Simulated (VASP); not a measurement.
# Ca (Im-3m) in VASP: settings compared

Aim: see how the results for Ca move with the level of theory and the settings. Levels: BLYP+D3, BLYP+D3(BJ), BLYP+D4, PBEsol. Tasks: relaxation of cell and atoms.

Everything below comes from runs of VASP 6.6.1. Logs are shortened: lines on timing, memory, paths and dates and some standing lists are left out, and cuts for length are marked.

## Step 1: The structure

It takes space group Im-3m (No. 229, cubic). Conventional cell: a = 4.480 Å, b = 4.480 Å, c = 4.480 Å, α = 90.00°, β = 90.00°, γ = 90.00°. Ca (site symmetry m-3m) is surrounded by 8 Ca at 3.88 Å.

This isn't the form of Ca at room conditions, which is fcc.

## Step 2: Relaxation of cell and atoms, BLYP+D3

INCAR reads:

```
AGGAC = 1.0
AGGAX = 1.0
ALDAC = 0.0
ALDAX = 1.0
ALGO = Normal
EDIFF = 1E-7
EDIFFG = -0.005
ENCUT = 600
GGA = B5
IBRION = 2
ISIF = 3
ISMEAR = -1
IVDW = 11
LASPH = T
LCHARG = F
LREAL = F
LWAVE = F
NELM = 60
NSW = 40
PREC = Accurate
SIGMA = 0.05
VDW_S6 = 1.0
VDW_S8 = 1.682
VDW_SR = 1.094
VDW_SR8 = 1.0
```

KPOINTS reads:

```
k-points
0
Gamma
  8 8 8
```

POSCAR reads:

```
Ca
1.0
   -2.2400000000      2.2400000000      2.2400000000
    2.2400000000     -2.2400000000      2.2400000000
    2.2400000000      2.2400000000     -2.2400000000
Ca
1
Direct
    0.0000000000      0.0000000000      0.0000000000
```

Potentials or basis: VASP PAW PBE potentials, release 64 (Ca_sv).

The run is started by

```bash
$ cat potpaw_PBE.64/Ca_sv/POTCAR > POTCAR
$ mpirun -np 1 vasp_std > vasp.out
```

OUTCAR:

```text
EDIFF = 1E-7
   EDIFFG = -0.005
   ENCUT = 600
   GGA = B5
   IBRION = 2
   ISIF = 3
   ISMEAR = -1
   IVDW = 11
   LASPH = T
   LREAL = F
   NELM = 60
   NSW = 40
   PREC = Accurate
 IVDW          = 11

 ion  position               nearest neighbor table
   1  0.000  0.000  0.000-

  LATTYP: Found a body centered cubic cell.
 ALAT       =     4.4800000000

  Lattice vectors:

 A1 = (  -2.2400000000,   2.2400000000,   2.2400000000)
 A2 = (   2.2400000000,  -2.2400000000,   2.2400000000)
 A3 = (   2.2400000000,   2.2400000000,  -2.2400000000)

Analysis of symmetry for initial positions (statically):
=====================================================================
 Subroutine PRICEL returns:
 Original cell was already a primitive cell.

 Routine SETGRP: Setting up the symmetry group for a
 body centered cubic supercell.

 Subroutine GETGRP returns: Found 48 space group operations
 (whereof 48 operations were pure point group operations)
 out of a pool of 48 trial point group operations.

The static configuration has the point symmetry O_h .

Analysis of symmetry for dynamics (positions and initial velocities):
=====================================================================
 Subroutine PRICEL returns:
 Original cell was already a primitive cell.

 Routine SETGRP: Setting up the symmetry group for a
 body centered cubic supercell.

 Subroutine GETGRP returns: Found 48 space group operations
 (whereof 48 operations were pure point group operations)
 out of a pool of 48 trial point group operations.

The dynamic configuration has the point symmetry O_h .

 Subroutine INISYM returns: Found 48 space group operations
 (whereof 48 operations are pure point group operations),
 and found     1 'primitive' translations

----------------------------------------------------------------------------------------

                                     Primitive cell

  volume of cell :      44.9577

  direct lattice vectors                    reciprocal lattice vectors
    -2.240000000  2.240000000  2.240000000     0.000000000  0.223214286  0.223214286
     2.240000000 -2.240000000  2.240000000     0.223214286  0.000000000  0.223214286
     2.240000000  2.240000000 -2.240000000     0.223214286  0.223214286  0.000000000

  length of vectors
     3.879793809  3.879793809  3.879793809     0.315672670  0.315672670  0.315672670

  position of ions in fractional coordinates (direct lattice)
     0.000000000  0.000000000  0.000000000

  ion indices of the primitive-cell ions
   primitive index   ion index
                 1           1

----------------------------------------------------------------------------------------

 KPOINTS: k-points

Automatic generation of k-mesh.
 Grid dimensions read from file:
 generate k-points for:    8    8    8

 Generating k-lattice:

  Cartesian coordinates                     Fractional coordinates (reciprocal lattice)
     0.000000000  0.027901786  0.027901786     0.125000000  0.000000000  0.000000000
     0.027901786  0.000000000  0.027901786     0.000000000  0.125000000  0.000000000
     0.027901786  0.027901786  0.000000000     0.000000000  0.000000000  0.125000000

  Length of vectors
     0.039459084  0.039459084  0.039459084

  Shift w.r.t. Gamma in fractional coordinates (k-lattice)
     0.000000000  0.000000000  0.000000000

 Subroutine IBZKPT returns following result:
 ===========================================

 Found     29 irreducible k-points:

 Following reciprocal coordinates:
            Coordinates               Weight
  0.000000  0.000000  0.000000      1.000000
  0.125000  0.000000  0.000000     12.000000
  0.250000  0.000000  0.000000     12.000000
  0.375000  0.000000  0.000000     12.000000
  0.500000  0.000000  0.000000      6.000000
  0.125000  0.125000  0.000000     24.000000
[... 16 lines left out ...]
 -0.250000  0.250000  0.250000      6.000000
 -0.375000  0.375000  0.250000     24.000000
 [... further k-points ...]
   k-points           NKPTS =     29   k-points in BZ     NKDIM =     29   number of bands    NBANDS=      9
   number of dos      NEDOS =    301   number of ions     NIONS =      1
   total plane-waves  NPLWV =  32768
   dimension x,y,z NGX =    32 NGY =   32 NGZ =   32
   dimension x,y,z NGXF=    64 NGYF=   64 NGZF=   64
   ions per type =               1
   NGX,Y,Z   is equivalent  to a cutoff of  13.71, 13.71, 13.71 a.u.
   NGXF,Y,Z  is equivalent  to a cutoff of  27.42, 27.42, 27.42 a.u.
 SYSTEM =  unknown system
   PREC   = accura    normal or accurate (medium, high low for compatibility)
   ISTART =      0    job   : 0-new  1-cont  2-samecut
   ICHARG =      2    charge: 1-file 2-atom 10-const
   ISPIN  =      1    spin polarized calculation?
   LNONCOLLINEAR =      F non collinear calculations
   LSORBIT =      F    spin-orbit coupling
   LASPH  =      T    aspherical Exc in radial PAW
   ENCUT  =  600.0 eV  44.10 Ry    6.64 a.u.   7.75  7.75  7.75*2*pi/ulx,y,z
   NELM   =     60;   NELMIN=  2; NELMDL= -5     # of ELM steps
   EDIFF  = 0.1E-06   stopping-criterion for ELM
   LREAL  =      F    real-space projection
   EDIFFG = -.5E-02   stopping-criterion for IOM
   NSW    =     40    number of steps for IOM
   IBRION =      2    ionic relax: 0-MD 1-quasi-New 2-CG
   NFREE  =      1    steps in history (QN), initial steepest desc. (CG)
   ISIF   =      3    stress and relaxation
   ISYM   =      2    0-nonsym 1-usesym 2-fastsym
   POTIM  = 0.5000    time-step for ionic-motion
   TEBEG  =    0.0;   TEEND  =   0.0 temperature during run
   PSTRESS=    0.0 pullay stress
   NELECT =      10.0000    total number of electrons
   NUPDOWN=      -1.0000    fix difference up-down
   EMIN   =  10.00;   EMAX   =-10.00  energy-range for DOS
   EFERMI =   0.00;   METHOD = LEGACY
   ISMEAR =    -1;   SIGMA  =   0.05  broadening in eV -4-tet -1-fermi 0-gaus
   EFERMI_NEDOS =   21; number of points for ismear=-14 and -15
   IALGO  =     38    algorithm
   IMIX   =      4    mixing-type and parameters
     AMIX     =   0.40;   BMIX     =  1.00
     AMIX_MAG =   1.60;   BMIX_MAG =  1.00
  volume/ion in A,a.u.               =      44.96       303.39
  Fermi-wavevector in a.u.,A,eV,Ry     =   0.991913  1.874443 13.386649  0.983891
  Thomas-Fermi vector in A             =   2.123688
   LORBIT       =      0    0 simple, 1 ext, 2 COOP (PROOUT), +10 PAW based schemes
   GGA     = B5    functional components
   LHFCALC =     F    Hartree Fock is set to
   AEXX    =    0.0000 exact exchange contribution
   IVDW    =    11    specifies the selected vdW correction
   LEPSILON=     F    determine dielectric tensor
   LRPA    =     F    only Hartree local field effects (RPA)
 conjugate gradient relaxation of ions
 non-spin polarized calculation
  energy-cutoff  :      600.00
  volume of cell :       44.96
 maximum number of plane-waves:      1509
   NGX = 15   NGY = 15   NGZ = 15

--------------------------------------- Ionic step        1  -------------------------------------------

 number of electron      10.0000000 magnetization

 Free energy of the ion-electron system (eV)
  ---------------------------------------------------
  ext. energy  EPLUGINS =         0.00000000
  ---------------------------------------------------
  free energy    TOTEN  =        -1.22552097 eV

  energy without entropy =       -1.21258196  energy(sigma->0) =       -1.21905147

------------------------ aborting loop because EDIFF is reached ----------------------------------------

 Edisp (eV)   -0.31133

 E8    (eV) :    -0.2449

  FORCE on cell =-STRESS in cart. coord.  units (eV):
  Direction    XX          YY          ZZ          XY          YZ          ZX
  --------------------------------------------------------------------------------------
  -------------------------------------------------------------------------------------
  Total      -0.24246    -0.24246    -0.24246     0.00000    -0.00000     0.00000
  in kB      -8.64074    -8.64074    -8.64074     0.00000    -0.00000     0.00000
  external pressure =       -8.64 kB  Pullay stress =        0.00 kB
[... 98 lines left out ...]
  energy  without entropy=       -1.5335313944  energy(sigma->0) =       -1.53934315

--------------------------------------- Ionic step        4  -------------------------------------------

 number of electron      10.0000000 magnetization

 Free energy of the ion-electron system (eV)
  ---------------------------------------------------
  ext. energy  EPLUGINS =         0.00000000
  ---------------------------------------------------
  free energy    TOTEN  =        -1.23238073 eV

  energy without entropy =       -1.22064189  energy(sigma->0) =       -1.22651131

 E-fermi :   2.4641     XC(G=0):  -7.3221

 val. band max:        2.4618457980   @ k =   0.5000   0.5000   0.2500
 cond. band min:       2.5177007402   @ k =   0.5000   0.5000   0.1250
 fundamental gap:      0.0558549422
 Fermi energy:         2.4640550777

 k-point     1 :       0.0000    0.0000    0.0000
  band No.  band energies     occupation
      1     -39.5581      2.00000
      2     -20.5946      2.00000
      3     -20.5946      2.00000
      4     -20.5946      2.00000
      5      -1.5607      2.00000
      6       4.5845      0.00000
      7       4.5845      0.00000
      8       4.5845      0.00000
      9       5.6076      0.00000
[... 265 lines left out ...]
 k-point    24 :      -0.3750    0.3750    0.2500
  band No.  band energies     occupation
      1     -39.5385      2.00000
      2     -20.7023      2.00000
      3     -20.6635      2.00000
      4     -20.6486      2.00000
      5       1.4823      2.00000
      6       3.1116      0.00000
      7       4.4949      0.00000
      8       4.6801      0.00000
      9       5.7313      0.00000

 [... further k-points ...]

------------------------ aborting loop because EDIFF is reached ----------------------------------------

 Edisp (eV)   -0.31281

 E8    (eV) :    -0.2414

  FORCE on cell =-STRESS in cart. coord.  units (eV):
  Direction    XX          YY          ZZ          XY          YZ          ZX
  --------------------------------------------------------------------------------------
  -------------------------------------------------------------------------------------
  Total      -0.00009    -0.00009    -0.00009     0.00000     0.00000     0.00000
  in kB      -0.00349    -0.00349    -0.00349     0.00000     0.00000     0.00000
  external pressure =       -0.00 kB  Pullay stress =        0.00 kB
[... 16 lines left out ...]
  FREE ENERGIE OF THE ION-ELECTRON SYSTEM (eV)
  ---------------------------------------------------
  free  energy   TOTEN  =        -1.5451923975 eV

  energy  without entropy=       -1.5334535584  energy(sigma->0) =       -1.53932298

 reached required accuracy - stopping structural energy minimisation
```

Wall time 40 s (1 thread of Intel Xeon 6975P-C (Granite Rapids), shared host); peak memory 0.2 GiB.

Results:

| Property | Result |
| --- | --- |
| Free energy | -1.5452 eV |
| Relaxed volume | 41.93 Å³/atom |
| Relaxed cell | a = 3.791 Å, b = 3.791 Å, c = 3.791 Å, α = 109.47°, β = 109.47°, γ = 109.47° |
| Space group after relaxing (to 0.05 Å) | Im-3m (No. 229) |
| Energy gained by relaxing | 8.3 meV/atom |
| Ionic steps | 4 |
| Pressure after relaxing | 0.0 GPa |
| Band gap on the k mesh | none (metal or under the smearing width) |
| Dispersion energy per atom | -0.313 eV |

The path:
```tsv
step	energy change (eV)	largest force (eV/Å)	pressure (GPa)	volume (Å³)
1	0.0000	0.0000	-0.86	44.96
2	-0.0063	0.0000	-0.44	43.40
3	-0.0083	0.0000	0.05	41.76
4	-0.0083	0.0000	0.00	41.93
```

Final structure:
```
Ca
1.0
    -2.18848    2.18848    2.18848
     2.18848   -2.18848    2.18848
     2.18848    2.18848   -2.18848
Ca
1
Direct
  0.00000 0.00000 0.00000
```

Levels at points of the mesh, in eV from the Fermi level:
| k point | band 1 | band 2 | band 3 | band 4 | band 5 | band 6 | band 7 | band 8 | band 9 |
| --- | --- | --- | --- | --- | --- | --- | --- | --- | --- |
| (0.00, 0.00, 0.00) | -42.02 | -23.06 | -23.06 | -23.06 | -4.02 | 2.12 | 2.12 | 2.12 | 3.14 |
| (0.50, 0.00, 0.00) | -42.01 | -23.20 | -23.11 | -23.06 | -0.93 | 0.09 | 1.20 | 3.05 | 3.40 |
| (0.50, 0.50, 0.50) | -41.99 | -23.16 | -23.16 | -23.16 | -0.03 | -0.03 | 3.94 | 3.94 | 3.94 |

Caveat: the PAW data sets were made with another functional, which shifts forces and pressure a little; pairwise dispersion overbinds metals, which lowers pressure and volume.

## Step 3: Relaxation of cell and atoms, BLYP+D3(BJ)

INCAR: that of step 2 with these lines changed.

```diff
@@ -12,3 +12,3 @@
 ISMEAR = -1
-IVDW = 11
+IVDW = 12
 LASPH = T
@@ -21,5 +21,5 @@
 SIGMA = 0.05
+VDW_A1 = 0.4298
+VDW_A2 = 4.2359
 VDW_S6 = 1.0
-VDW_S8 = 1.682
-VDW_SR = 1.094
-VDW_SR8 = 1.0
+VDW_S8 = 2.6996
```

KPOINTS is that of step 2.

POSCAR is that of step 2.

Potentials or basis: VASP PAW PBE potentials, release 64 (Ca_sv).

The run is started by

```bash
$ cat potpaw_PBE.64/Ca_sv/POTCAR > POTCAR
$ mpirun -np 1 vasp_std > vasp.out
```

OUTCAR:

```text
EDIFF = 1E-7
   EDIFFG = -0.005
   ENCUT = 600
   GGA = B5
   IBRION = 2
   ISIF = 3
   ISMEAR = -1
   IVDW = 12
   LASPH = T
   LREAL = F
   NELM = 60
   NSW = 40
   PREC = Accurate
 IVDW          = 12

 ion  position               nearest neighbor table
   1  0.000  0.000  0.000-

  LATTYP: Found a body centered cubic cell.
 ALAT       =     4.4800000000

  Lattice vectors:

 A1 = (  -2.2400000000,   2.2400000000,   2.2400000000)
 A2 = (   2.2400000000,  -2.2400000000,   2.2400000000)
 A3 = (   2.2400000000,   2.2400000000,  -2.2400000000)

Analysis of symmetry for initial positions (statically):
=====================================================================
 Subroutine PRICEL returns:
 Original cell was already a primitive cell.

 Routine SETGRP: Setting up the symmetry group for a
 body centered cubic supercell.

 Subroutine GETGRP returns: Found 48 space group operations
 (whereof 48 operations were pure point group operations)
 out of a pool of 48 trial point group operations.

The static configuration has the point symmetry O_h .

Analysis of symmetry for dynamics (positions and initial velocities):
=====================================================================
 Subroutine PRICEL returns:
 Original cell was already a primitive cell.

 Routine SETGRP: Setting up the symmetry group for a
 body centered cubic supercell.

 Subroutine GETGRP returns: Found 48 space group operations
 (whereof 48 operations were pure point group operations)
 out of a pool of 48 trial point group operations.
[... 144 lines left out ...]
  ext. energy  EPLUGINS =         0.00000000
  ---------------------------------------------------
  free energy    TOTEN  =        -1.22552097 eV

  energy without entropy =       -1.21258196  energy(sigma->0) =       -1.21905147

------------------------ aborting loop because EDIFF is reached ----------------------------------------

 Edisp (eV)   -0.53288

 E8    (eV) :    -0.4194
[... 110 lines left out ...]
--------------------------------------- Ionic step        4  -------------------------------------------

 number of electron      10.0000000 magnetization

 Free energy of the ion-electron system (eV)
  ---------------------------------------------------
  ext. energy  EPLUGINS =         0.00000000
  ---------------------------------------------------
  free energy    TOTEN  =        -1.19335724 eV

  energy without entropy =       -1.18513149  energy(sigma->0) =       -1.18924436

 E-fermi :   2.9569     XC(G=0):  -7.7178

 val. band max:        2.9272493951   @ k =   0.5000   0.5000   0.3750
 cond. band min:       2.9754470198   @ k =   0.5000   0.5000   0.2500
 fundamental gap:      0.0481976246
 Fermi energy:         2.9568778799

 k-point     1 :       0.0000    0.0000    0.0000
  band No.  band energies     occupation
      1     -38.7439      2.00000
      2     -19.7559      2.00000
      3     -19.7559      2.00000
      4     -19.7559      2.00000
      5      -1.2379      2.00000
      6       5.3049      0.00000
      7       5.3049      0.00000
      8       5.3049      0.00000
      9       6.4578      0.00000
[... 265 lines left out ...]
 k-point    24 :      -0.3750    0.3750    0.2500
  band No.  band energies     occupation
      1     -38.7093      2.00000
      2     -19.9233      2.00000
      3     -19.8610      2.00000
      4     -19.8391      2.00000
      5       2.0099      2.00000
      6       3.5951      0.00001
      7       5.2229      0.00000
      8       5.4446      0.00000
      9       6.6939      0.00000

 [... further k-points ...]

------------------------ aborting loop because EDIFF is reached ----------------------------------------

 Edisp (eV)   -0.63958

 E8    (eV) :    -0.5014
[... 24 lines left out ...]
  FREE ENERGIE OF THE ION-ELECTRON SYSTEM (eV)
  ---------------------------------------------------
  free  energy   TOTEN  =        -1.8329355401 eV

  energy  without entropy=       -1.8247097934  energy(sigma->0) =       -1.82882267

 reached required accuracy - stopping structural energy minimisation
```

CONTCAR:

```text
Ca
   1.00000000000000
    -2.0987076056028697    2.0987076056028697    2.0987076056028702
     2.0987076056028697   -2.0987076056028697    2.0987076056028702
     2.0987076056028697    2.0987076056028697   -2.0987076056028702
  Ca
     1
Direct
     1.0000000000000000    0.0000000000000000    1.0000000000000000

  0.00000000E+00  0.00000000E+00  0.00000000E+00
```

Wall time 43 s (1 thread of Intel Xeon 6975P-C (Granite Rapids), shared host); peak memory 0.2 GiB.

Results:

| Property | Result |
| --- | --- |
| Free energy | -1.8329 eV |
| Relaxed volume | 36.98 Å³/atom |
| Relaxed cell | a = 3.635 Å, b = 3.635 Å, c = 3.635 Å, α = 109.47°, β = 109.47°, γ = 109.47° |
| Space group after relaxing (to 0.05 Å) | Im-3m (No. 229) |
| Energy gained by relaxing | 74.5 meV/atom |
| Ionic steps | 4 |
| Pressure after relaxing | 0.0 GPa |
| Band gap on the k mesh | none (metal or under the smearing width) |
| Dispersion energy per atom | -0.640 eV |

The path:
| step | energy change (eV) | largest force (eV/Å) | pressure (GPa) | volume (Å³) |
| --- | --- | --- | --- | --- |
| 1 | 0.0000 | 0.0000 | -2.61 | 44.96 |
| 2 | -0.0588 | 0.0000 | -1.41 | 40.37 |
| 3 | -0.0744 | 0.0000 | -0.15 | 37.30 |
| 4 | -0.0745 | 0.0000 | 0.02 | 36.98 |

Final structure:
```cif
data_structure
_symmetry_space_group_name_H-M 'P 1'
_symmetry_Int_Tables_number 1
_cell_length_a 3.6351
_cell_length_b 3.6351
_cell_length_c 3.6351
_cell_angle_alpha 109.471
_cell_angle_beta 109.471
_cell_angle_gamma 109.471
_cell_volume 36.98
loop_
_atom_site_label
_atom_site_type_symbol
_atom_site_fract_x
_atom_site_fract_y
_atom_site_fract_z
_atom_site_occupancy
Ca1 Ca 0.00000 0.00000 0.00000 1
```

Caveat: the volume moved by over 15 % at a fixed basis, so the end points are rough; the PAW data sets were made with another functional, which shifts forces and pressure a little; pairwise dispersion overbinds metals, which lowers pressure and volume.

(Part 1 of 2 ends here.)
